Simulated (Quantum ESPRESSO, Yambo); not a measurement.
# MgO (Periclase): G0W0 in Yambo against the screening cutoff

How does the gap of MgO (Periclase) converge in the screening cutoff?

Program: Yambo 5.3.0. Level of theory: PBE and many-body steps on it, plane waves. Results are calculated unless marked as measured.

The database entry behind the starting cell differs from later determinations by our own check (about 0.1 % long), so it need not match the best structure at ambient conditions.

## 1. The starting structure

It takes space group Fm-3m (No. 225, cubic). The conventional cell has a = 4.217 Å, b = 4.217 Å, c = 4.217 Å, α = 90.00°, β = 90.00°, γ = 90.00°. Mg has 6 O at 2.11 Å nearest. Nearest to O lie 6 Mg at 2.11 Å. Farther neighbours and most contacts between anions are not listed.

As a file:

```
Mg O
1.0
     0.00000    2.10850    2.10850
     2.10850    0.00000    2.10850
     2.10850    2.10850    0.00000
Mg O
1 1
Direct
  0.00000 0.00000 0.00000
  0.50000 0.50000 0.50000
```

The cell and positions come from the Crystallography Open Database and are kept as given unless a step says otherwise.

## 2. 3.25 Ha

This step: Yambo 5.3.0; G0W0 on PBE, plane waves, norm-conserving pseudopotentials.

G0W0 replaces the xc potential by the self-energy, built once from these orbitals. Only a window of levels is corrected, while the sums run over the empty bands that the input names.

gw7.in

```
HF_and_locXC
gw0
dyson
ppa
em1d
rim_cut
RandQpts= 1000000
RandGvec= 1 RL
EXXRLvcs= 76 Ry
VXCRLvcs= 304 Ry
Chimod= "HARTREE"
% BndsRnXp
 1 | 63 |
%
NGsBlkXp= 6.5 Ry
% LongDrXp
 1 | 1 | 1 |
%
% GbndRnge
 1 | 63 |
%
DysSolver= "n"
ExtendOut
PPAPntXp= 27.21138 eV
% QPkrange
 1 | 1 | 7 | 10 |
%
```

Started as:

```
$ OMP_NUM_THREADS=1 mpirun -n 4 yambo -F gw7.in -J gw7 -C gw7 > gw7.log
```

Output:

```text
 Yambo, version 5.3.0

 [02] CORE Variables Setup
 =========================

  [... cell, symmetries and grids as in the set-up ...]

  [02.05] Energies & Occupations
  ==============================

  [X] === General ===
  [X] Electronic Temperature                        :  0.000000  0.000000 [eV K]
  [X] Bosonic    Temperature                        :  0.000000  0.000000 [eV K]
  [X] Finite Temperature mode                       : no
  [X] El. density                                   :  0.85343E+24 [cm-3]
  [X] Fermi Level                                   :  8.010855 [eV]

  [X] === Gaps and Widths ===
  [X] Conduction Band Min                           :  4.733022 [eV]
  [X] Valence Band Max                              :  0.000000 [eV]
  [X] Filled Bands                                  :   8
  [X] Empty Bands                                   :    9  229
  [X] Direct Gap                                    :  4.733022 [eV]
  [X] Direct Gap localized at k                     :  1
  [X] Indirect Gap                                  :  4.733022 [eV]
  [X] Indirect Gap between kpts                     :  1  1
  [X] Last valence band width                       :  1.746695 [eV]
  [X] 1st conduction band width                     :  6.928393 [eV]

 [03] Transferred momenta grid and indexing
 ==========================================

 IBZ Q-points                                      :   8
 BZ  Q-points                                      :   64

 K/Q-points units:
 rlu = crystal or reduced units; cc = cartesian coordinates; iku = interal k-units

 Q [1]          [rlu]:  0.000000  0.000000  0.000000
 Q [2]          [rlu]:  0.15368E-17  0.15368E-17  0.25000
 Q [3]          [rlu]: -0.30736E-17 -0.30736E-17 -0.50000
 Q [4]          [rlu]:  0.94682E-17  0.25000      0.25000
 Q [5]          [rlu]: -0.96335E-17  0.25000      0.50000
 Q [6]          [rlu]: -0.30736E-17  0.25000     -0.25000
 Q [7]          [rlu]: -0.18936E-16 -0.50000     -0.50000
 Q [8]          [rlu]:  0.250000 -0.500000 -0.250000

 [04] Coloumb potential Random Integration (RIM)
 ===============================================

  [04.01] RIM initialization
  ==========================

  * Diagonal components only detected *

  8 x (sBL volume)        :  0.245077 [a.u.]
  sBZ random points       :  1000000
  Points outside the sBZ  :   7968281
  RL volume               :  1.960614 [a.u.]
  Integrated volume       :  1.968419 [a.u.]

  [04.02] RIM integrals
  =====================

  Gamma point sphere radius             :  0.113514 [a.u.]
  Points outside the sphere             :   800476
  [Int_sBZ(q=0) 1/q^2]*(Vol_sBZ)^(-1/3) =:  7.776341
                                 should be <:  7.795600

  Summary of Coulomb integrals for non-metallic bands |Q|[au] RIM/Bare

  Q [1] 0.100000E-4 0.997530 * Q [2] 0.341411 1.068930
  Q [4] 0.394228 1.068679 * Q [6] 0.557523 1.029814
  Q [5] 0.653753 1.023420 * Q [3] 0.682823 1.020347
  Q [7] 0.788456 1.016896 * Q [8] 0.881520 1.013834

 [WARNING] [Xp] User bands 1-63 break level degeneracy

 [05] Dipoles
 ============

  [05.01] Setup: observables and procedures
  =========================================

 [06] Dynamic Dielectric Matrix (PPA)
 ====================================

 [WR./gw7//ndb.pp]---------------------------------------------------------------
  Brillouin Zone Q/K grids (IBZ/BZ)                :    8   64    8   64
  RL vectors                                       :  1893 [WF]
  Coulomb cutoff potential                         : none
  Electronic Temperature                           :  0.000000 [K]
  Bosonic    Temperature                           :  0.000000 [K]
  PPA    diel. fun.  energies                      : Perdew, Burke & Ernzerhof(X)+Perdew, Burke & Ernzerhof(C)
  wavefunctions                                    : Perdew, Burke & Ernzerhof(X)+Perdew, Burke & Ernzerhof(C)
  Global Gauge                                     : length
  X matrix size                                    :   51
  X band range                                     :    1   63
  X e/h energy range                               : -1.000000 -1.000000 [eV]
  X Time ordering                                  : R
  X Hxc Kernel                                     : HARTREE
  X Drude frequency                                :  0.000000  0.000000
  X poles                                          :  100.0000 [o/o]
  RL vectors in the sum                            :  1893
  [r,Vnl] included                                 : yes
  Field direction                                  :  0.577350E-5  0.577350E-5  0.577350E-5
  BZ energy Double Grid                            : no
  BZ energy DbGd points                            : 0
  BZ Q point size factor                           : -1.000000
  X Optical Averaged directions                    : none

 [07] Local Exchange-Correlation + Non-Local Fock
 ================================================

 [VXC] Plane waves :  11311
 [EXS] Plane waves :  1459

 QP @ state[ 1 ] K range:  1  1
 QP @ state[ 1 ] b range:   7  10

 [xc] Functional : Perdew, Burke & Ernzerhof(X)+Perdew, Burke & Ernzerhof(C)
 [xc] LIBXC used to calculate xc functional
  PP Number of Atomic Species                      :  2
  NLCC RL compoments                               :  11311
  PP Number of Atomic Species                      :  2
  NLCC RL compoments                               :  11311

 [xc] E_xc :  -11.58643 [Ha]
      E_xc :  -23.17287 [Ry]

  Local XC kind (lXC) : Perdew, Burke & Ernzerhof(X)+Perdew, Burke & Ernzerhof(C)
  Non-Local XC kind (nlXC) : Hartree-Fock

  Corrections @ K [1] :  [eV]
 <7|nlXC|7> = -25.49764 -0.28131E-16 <7|lXC|7> = -20.11168 -0.37763E-15
 <8|nlXC|8> = -25.49778  0.23640E-16 <8|lXC|8> = -20.11168  0.94423E-16
 <9|nlXC|9> = -8.797439 -0.16089E-17 <9|lXC|9> = -13.44687 -0.37355E-18
 <10|nlXC|10> = -3.682354  0.42571E-17 <10|lXC|10> = -9.561371  0.37762E-15

 [08] Dyson equation: Newton solver
 ==================================

  [08.01] G0W0 (W PPA)
  ====================

  [  GW  ] Bands range     :    1   63
  [GW/PPA] G damping       :  0.100000 [eV]

  QP @ state[ 1 ] K range:  1  1
  QP @ state[ 1 ] b range:   7  10

   Sc/G bands                                       :    1   63
   Sc/G damping                                     :  0.100000 ev
   Sc bands terminator                              : no
   Sx RL components                                 :  1459

   QP @ state[ 1 ] K range                          :  1  1
   QP @ state[ 1 ] b range                          :   7  10
   GF energies kind                                 : Perdew, Burke & Ernzerhof(X)+Perdew, Burke & Ernzerhof(C)
   GF WF`s kind                                     : Perdew, Burke & Ernzerhof(X)+Perdew, Burke & Ernzerhof(C)
   Xs energies kind                                 : Perdew, Burke & Ernzerhof(X)+Perdew, Burke & Ernzerhof(C)
   Xs WF`s kind                                     : Perdew, Burke & Ernzerhof(X)+Perdew, Burke & Ernzerhof(C)

 [11] Game Over & Game summary
```

Wall time 9.1 s (4 MPI ranks of Arm Neoverse V1, shared host); peak memory 1.2 GiB.

This step gave:

```
G0W0 gap on the points computed              : 6.763 eV
starting gap on the mesh                     : 4.733 eV
k of the valence top                         : 0, 0, 0
k of the conduction bottom                   : 0, 0, 0
least direct G0W0 gap on the computed points : 6.763 eV
Z at the valence top                         : 0.8062
Z at the conduction bottom                   : 0.8542
```

The gap on the mesh goes from 4.73 eV to 6.76 eV, a correction of +2.03 eV.

## 3. 5.25 Ha

gw8.in

```
HF_and_locXC
gw0
dyson
ppa
em1d
rim_cut
RandQpts= 1000000
RandGvec= 1 RL
EXXRLvcs= 76 Ry
VXCRLvcs= 304 Ry
Chimod= "HARTREE"
% BndsRnXp
 1 | 63 |
%
NGsBlkXp= 10.5 Ry
% LongDrXp
 1 | 1 | 1 |
%
% GbndRnge
 1 | 63 |
%
DysSolver= "n"
ExtendOut
PPAPntXp= 27.21138 eV
% QPkrange
 1 | 1 | 7 | 10 |
%
```

Started as:

```
$ OMP_NUM_THREADS=1 mpirun -n 4 yambo -F gw8.in -J gw8 -C gw8 > gw8.log
```

Output:

```text
 Yambo, version 5.3.0

 [02] CORE Variables Setup
 =========================

  [... cell, symmetries and grids as in the set-up ...]

  [02.05] Energies & Occupations
  ==============================

  [X] === General ===
  [X] Electronic Temperature                        :  0.000000  0.000000 [eV K]
  [X] Bosonic    Temperature                        :  0.000000  0.000000 [eV K]
  [X] Finite Temperature mode                       : no
  [X] El. density                                   :  0.85343E+24 [cm-3]
  [X] Fermi Level                                   :  8.010855 [eV]

  [X] === Gaps and Widths ===
  [X] Conduction Band Min                           :  4.733022 [eV]
  [X] Valence Band Max                              :  0.000000 [eV]
  [X] Filled Bands                                  :   8
  [X] Empty Bands                                   :    9  229
  [X] Direct Gap                                    :  4.733022 [eV]
  [X] Direct Gap localized at k                     :  1
  [X] Indirect Gap                                  :  4.733022 [eV]
  [X] Indirect Gap between kpts                     :  1  1
  [X] Last valence band width                       :  1.746695 [eV]
  [X] 1st conduction band width                     :  6.928393 [eV]

 [03] Transferred momenta grid and indexing
 ==========================================

 IBZ Q-points                                      :   8
 BZ  Q-points                                      :   64

 K/Q-points units:
 rlu = crystal or reduced units; cc = cartesian coordinates; iku = interal k-units

 Q [1]          [rlu]:  0.000000  0.000000  0.000000
 Q [2]          [rlu]:  0.15368E-17  0.15368E-17  0.25000
 Q [3]          [rlu]: -0.30736E-17 -0.30736E-17 -0.50000
[...]
================================================

 [VXC] Plane waves :  11311
 [EXS] Plane waves :  1459

 QP @ state[ 1 ] K range:  1  1
 QP @ state[ 1 ] b range:   7  10

 [xc] Functional : Perdew, Burke & Ernzerhof(X)+Perdew, Burke & Ernzerhof(C)
 [xc] LIBXC used to calculate xc functional
  PP Number of Atomic Species                      :  2
  NLCC RL compoments                               :  11311
  PP Number of Atomic Species                      :  2
  NLCC RL compoments                               :  11311

 [xc] E_xc :  -11.58643 [Ha]
      E_xc :  -23.17287 [Ry]

  Local XC kind (lXC) : Perdew, Burke & Ernzerhof(X)+Perdew, Burke & Ernzerhof(C)
  Non-Local XC kind (nlXC) : Hartree-Fock

  Corrections @ K [1] :  [eV]
 <7|nlXC|7> = -25.49764 -0.28131E-16 <7|lXC|7> = -20.11168 -0.37763E-15
 <8|nlXC|8> = -25.49778  0.23640E-16 <8|lXC|8> = -20.11168  0.94423E-16
 <9|nlXC|9> = -8.797439 -0.16089E-17 <9|lXC|9> = -13.44687 -0.37355E-18
 <10|nlXC|10> = -3.682354  0.42571E-17 <10|lXC|10> = -9.561371  0.37762E-15

 [08] Dyson equation: Newton solver
 ==================================

  [08.01] G0W0 (W PPA)
  ====================

  [  GW  ] Bands range     :    1   63
  [GW/PPA] G damping       :  0.100000 [eV]

  QP @ state[ 1 ] K range:  1  1
  QP @ state[ 1 ] b range:   7  10

   Sc/G bands                                       :    1   63
   Sc/G damping                                     :  0.100000 ev
   Sc bands terminator                              : no
   Sx RL components                                 :  1459

   QP @ state[ 1 ] K range                          :  1  1
   QP @ state[ 1 ] b range                          :   7  10
   GF energies kind                                 : Perdew, Burke & Ernzerhof(X)+Perdew, Burke & Ernzerhof(C)
   GF WF`s kind                                     : Perdew, Burke & Ernzerhof(X)+Perdew, Burke & Ernzerhof(C)
   Xs energies kind                                 : Perdew, Burke & Ernzerhof(X)+Perdew, Burke & Ernzerhof(C)
   Xs WF`s kind                                     : Perdew, Burke & Ernzerhof(X)+Perdew, Burke & Ernzerhof(C)

 [11] Game Over & Game summary
```

Wall time 10 s (4 MPI ranks); peak memory 1.1 GiB; 37 s of CPU time.

Numbers from this step:

- G0W0 gap on the points computed: 6.879 eV
- starting gap on the mesh: 4.733 eV
- k of the valence top: 0, 0, 0
- k of the conduction bottom: 0, 0, 0
- least direct G0W0 gap on the computed points: 6.879 eV
- Z at the valence top: 0.8024
- Z at the conduction bottom: 0.8519

Against the run before, the gap moves by +0.117 eV.

## 4. 10.5 Ha

gw9.in

```
HF_and_locXC
gw0
dyson
ppa
em1d
rim_cut
RandQpts= 1000000
RandGvec= 1 RL
EXXRLvcs= 76 Ry
VXCRLvcs= 304 Ry
Chimod= "HARTREE"
% BndsRnXp
 1 | 63 |
%
NGsBlkXp= 21 Ry
% LongDrXp
 1 | 1 | 1 |
%
% GbndRnge
 1 | 63 |
%
DysSolver= "n"
ExtendOut
PPAPntXp= 27.21138 eV
% QPkrange
 1 | 1 | 7 | 10 |
%
```

Started as:

```
$ OMP_NUM_THREADS=1 mpirun -n 4 yambo -F gw9.in -J gw9 -C gw9 > gw9.log
```

Output:

```text
 Yambo, version 5.3.0

 [02] CORE Variables Setup
 =========================

  [... cell, symmetries and grids as in the set-up ...]

  [02.05] Energies & Occupations
  ==============================

  [X] === General ===
  [X] Electronic Temperature                        :  0.000000  0.000000 [eV K]
  [X] Bosonic    Temperature                        :  0.000000  0.000000 [eV K]
  [X] Finite Temperature mode                       : no
  [X] El. density                                   :  0.85343E+24 [cm-3]
[...]
Sx RL components                                 :  1459

   QP @ state[ 1 ] K range                          :  1  1
   QP @ state[ 1 ] b range                          :   7  10
   GF energies kind                                 : Perdew, Burke & Ernzerhof(X)+Perdew, Burke & Ernzerhof(C)
   GF WF`s kind                                     : Perdew, Burke & Ernzerhof(X)+Perdew, Burke & Ernzerhof(C)
   Xs energies kind                                 : Perdew, Burke & Ernzerhof(X)+Perdew, Burke & Ernzerhof(C)
   Xs WF`s kind                                     : Perdew, Burke & Ernzerhof(X)+Perdew, Burke & Ernzerhof(C)

 [11] Game Over & Game summary
```

It took 20 s on 4 MPI ranks; peak memory 1.2 GiB.

Numbers from this step:

- G0W0 gap on the points computed: 6.924 eV
- starting gap on the mesh: 4.733 eV
- k of the valence top: 0, 0, 0
- k of the conduction bottom: 0, 0, 0
- least direct G0W0 gap on the computed points: 6.924 eV

Against the run before, the gap moves by +0.044 eV.

## 5. 13 Ha

gw10.in

```
HF_and_locXC
gw0
dyson
ppa
em1d
rim_cut
RandQpts= 1000000
RandGvec= 1 RL
EXXRLvcs= 76 Ry
VXCRLvcs= 304 Ry
Chimod= "HARTREE"
% BndsRnXp
 1 | 63 |
%
NGsBlkXp= 26 Ry
% LongDrXp
 1 | 1 | 1 |
%
% GbndRnge
 1 | 63 |
%
DysSolver= "n"
ExtendOut
PPAPntXp= 27.21138 eV
% QPkrange
 1 | 1 | 7 | 10 |
%
```

Started as:

```
$ OMP_NUM_THREADS=1 mpirun -n 4 yambo -F gw10.in -J gw10 -C gw10 > gw10.log
```

Output:

```text
 Yambo, version 5.3.0

 [02] CORE Variables Setup
 =========================

  [... cell, symmetries and grids as in the set-up ...]

  [02.05] Energies & Occupations
  ==============================

  [X] === General ===
  [X] Electronic Temperature                        :  0.000000  0.000000 [eV K]
  [X] Bosonic    Temperature                        :  0.000000  0.000000 [eV K]
  [X] Finite Temperature mode                       : no
  [X] El. density                                   :  0.85343E+24 [cm-3]
[...]
Sx RL components                                 :  1459

   QP @ state[ 1 ] K range                          :  1  1
   QP @ state[ 1 ] b range                          :   7  10
   GF energies kind                                 : Perdew, Burke & Ernzerhof(X)+Perdew, Burke & Ernzerhof(C)
   GF WF`s kind                                     : Perdew, Burke & Ernzerhof(X)+Perdew, Burke & Ernzerhof(C)
   Xs energies kind                                 : Perdew, Burke & Ernzerhof(X)+Perdew, Burke & Ernzerhof(C)
   Xs WF`s kind                                     : Perdew, Burke & Ernzerhof(X)+Perdew, Burke & Ernzerhof(C)

 [11] Game Over & Game summary
```

The job ended after 29 s (4 MPI ranks; peak memory 1.2 GiB).

This step gave:

* G0W0 gap on the points computed: 6.927 eV
* starting gap on the mesh: 4.733 eV
* k of the valence top: 0, 0, 0
* k of the conduction bottom: 0, 0, 0
* least direct G0W0 gap on the computed points: 6.927 eV

Against the run before, the gap moves by +0.003 eV.

## 6. 16.25 Ha

gw11.in

```
HF_and_locXC
gw0
dyson
ppa
em1d
rim_cut
RandQpts= 1000000
RandGvec= 1 RL
EXXRLvcs= 76 Ry
VXCRLvcs= 304 Ry
Chimod= "HARTREE"
% BndsRnXp
 1 | 63 |
%
NGsBlkXp= 32.5 Ry
% LongDrXp
 1 | 1 | 1 |
%
% GbndRnge
 1 | 63 |
%
DysSolver= "n"
ExtendOut
PPAPntXp= 27.21138 eV
% QPkrange
 1 | 1 | 7 | 10 |
%
```

Started as:

```
$ OMP_NUM_THREADS=1 mpirun -n 4 yambo -F gw11.in -J gw11 -C gw11 > gw11.log
```

Output:

```text
 Yambo, version 5.3.0

 [02] CORE Variables Setup
 =========================

  [... cell, symmetries and grids as in the set-up ...]

  [02.05] Energies & Occupations
  ==============================

  [X] === General ===
  [X] Electronic Temperature                        :  0.000000  0.000000 [eV K]
  [X] Bosonic    Temperature                        :  0.000000  0.000000 [eV K]
  [X] Finite Temperature mode                       : no
  [X] El. density                                   :  0.85343E+24 [cm-3]
[...]
Sx RL components                                 :  1459

   QP @ state[ 1 ] K range                          :  1  1
   QP @ state[ 1 ] b range                          :   7  10
   GF energies kind                                 : Perdew, Burke & Ernzerhof(X)+Perdew, Burke & Ernzerhof(C)
   GF WF`s kind                                     : Perdew, Burke & Ernzerhof(X)+Perdew, Burke & Ernzerhof(C)
   Xs energies kind                                 : Perdew, Burke & Ernzerhof(X)+Perdew, Burke & Ernzerhof(C)
   Xs WF`s kind                                     : Perdew, Burke & Ernzerhof(X)+Perdew, Burke & Ernzerhof(C)

 [11] Game Over & Game summary
```

Wall time 46 s (4 MPI ranks); peak memory 1.1 GiB; 3 min of CPU time.

This step gave:

- G0W0 gap on the points computed: 6.929 eV
- starting gap on the mesh: 4.733 eV
- k of the valence top: 0, 0, 0
- k of the conduction bottom: 0, 0, 0
- least direct G0W0 gap on the computed points: 6.929 eV

Against the run before, the gap moves by +0.002 eV.

## 7. Side by side

Times are wall times on 4 MPI ranks of Arm Neoverse V1, shared host, good to a factor of about two.

| run | mesh | bands | screening cutoff (eV) | DFT gap (eV) | gap on the mesh (eV) | direct (eV) | time |
| --- | --- | --- | --- | --- | --- | --- | --- |
| 3.25 Ha | 4×4×4 | 63 | 88.4 | 4.733 | 6.763 | 6.763 | 9.1 s |
| 5.25 Ha | 4×4×4 | 63 | 142.9 | 4.733 | 6.879 | 6.879 | 10 s |
| 10.5 Ha | 4×4×4 | 63 | 285.7 | 4.733 | 6.924 | 6.924 | 20 s |
| 13 Ha | 4×4×4 | 63 | 353.7 | 4.733 | 6.927 | 6.927 | 29 s |
| 16.25 Ha | 4×4×4 | 63 | 442.2 | 4.733 | 6.929 | 6.929 | 46 s |

## 8. What came out

| Quantity | Value |
| --- | --- |
| 3.25 Ha | 6.763 eV |
| 5.25 Ha | 6.879 eV |
| 10.5 Ha | 6.924 eV |
| 13 Ha | 6.927 eV |
| 16.25 Ha | 6.929 eV |
| known limits | not at the basis limit; coarse k mesh |

What this shows: The setting moved: screening cutoff. From 3.25 Ha to 16.25 Ha the gap moves by +0.17 eV, for 5.0 times the time. It holds to 0.03 eV from 10.5 Ha on. Bands and screening cutoff are coupled, so a series along one setting does not show full convergence. Bands and cutoff are finite, so the gap is not at the basis limit. The miss can reach some tenths of an eV and take either sign; the mesh is an error of its own. In the G0W0 runs levels were corrected at 1 k point alone, so a gap called «on the mesh» is the least over those, and an edge elsewhere would be missed. The 4×4×4 mesh is coarse for this cell, which bears on the long-range parts of exchange and screening.

[Paths, hosts, dates, memory and timing lines, banners, echoed tables and standing remarks are left out of the program output.]

[Logs are printed without paths, hosts, clocks, repeated set-up lines and the standing remarks that a program may print on its own settings, such as how far it seeks lower states.]

[Runs of the session that timed out or met a known fault of the program may be left out.]

[Hosts, paths, dates, database ids (printed as entryN), source tags and the programs' standing remarks are cut or masked in the printed files.]
